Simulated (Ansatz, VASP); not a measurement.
**W in VASP and in Ansatz**

```
W
1.0
    -1.58158    1.58158    1.58158
     1.58158   -1.58158    1.58158
     1.58158    1.58158   -1.58158
W
1
Direct
  0.00000 0.00000 0.00000
```

Change from the starting cell: volume scaled by 0.98.

Alike in both runs: task single point; functional PBE; k mesh 14 × 14 × 14; occupations fermi-dirac, width 0.08 eV; no spin polarisation.

|  | VASP | Ansatz |
| --- | --- | --- |
| version | VASP 6.6.1 | Ansatz 0.2.0 |
| potentials or method | VASP PAW PBE potentials, release 64 (W_sv), cutoff 520 eV | all-electron LAPW, scalar-relativistic |

```csv
,VASP,Ansatz,Ansatz less VASP
pressure (GPa),6.9,6.4,-0.52
```

Ansatz ran all-electron here, so the differences hold the error of VASP's frozen core and of both bases.

The runs have no spin-orbit coupling, so splittings on W are missing.
